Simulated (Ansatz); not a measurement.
Start from CsPbI₃ in the cubic perovskite structure (space group Pm-3m, No. 221; a = 6.390 Å). Axes: x, y, z lie along the cube axes.

The values are results of plane-wave PAW DFT at the PBE level (Ansatz, a first-principles code, 420 eV), spin-orbit coupling left out, not measurements.

One thing is altered: the cell is scaled by 1.0087 in all directions; the atoms relax in the strained cell.

Question: Predict the stress tensor and what it implies for the stiffness.

Answer: Stress of the strained cell less that of the base (GPa, compression positive):
```
  -0.36    0.00    0.00
   0.00   -0.36    0.00
   0.00    0.00   -0.36
```

Then B = −ΔP/(ΔV/V₀) with ΔV/V₀ = 0.0263 gives secant stiffness values (nonlinear terms included at this strain): B ≈ 14 GPa.

Whether these cells are dynamically stable was not tested. Many cubic perovskites are stable only at high temperature; tilts and polar distortions were not tested. This is not the structure that CsPbI3 has at room temperature and ambient pressure.
